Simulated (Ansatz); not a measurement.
# Moving the dispersion correction in Cu

The cell as given:

```
Cu
1.0
    -1.44279    1.44279    1.37608
     1.44279   -1.44279    1.37608
     1.44279    1.44279   -1.37608
Cu
1
Direct
  0.00000 0.00000 0.00000
```

This isn't the form of Cu at room conditions, which is fcc.

Kept alike: task relaxation of cell and atoms; functional PBEsol; k mesh 13 × 13 × 13; occupations fermi-dirac, width 0.05 eV; no spin polarisation. Program: Ansatz, Ansatz PAW, cutoff 420 eV. The mesh is that of the run's cell of 1 atom. No spin-orbit coupling.

```csv
dispersion correction,volume (Å³/atom)
D3(BJ),10.846
D3(BJ)-ATM,10.988
D4,11.075
none,11.360
```

The relaxations keep at least the cell's symmetry (I4/mmm). For a metal such a mesh leaves the last digits unconverged. Relaxations stop with a little pressure left, so the last digits of a volume or edge aren't settled. Ansatz's relaxations hold a Pulay term in the stress (up to 0.1 GPa here). All rows use potentials made for PBE.

Question: What does the dispersion correction change here?

Answer: The volume runs from 10.846 (D3(BJ)) to 11.360 Å³/atom (none). Against no correction: D3(BJ) -4.5 %; D3(BJ)-ATM -3.3 %; D4 -2.5 %. Dispersion terms mostly attract and so lower the volume; the schemes' coefficients and damping set how far.
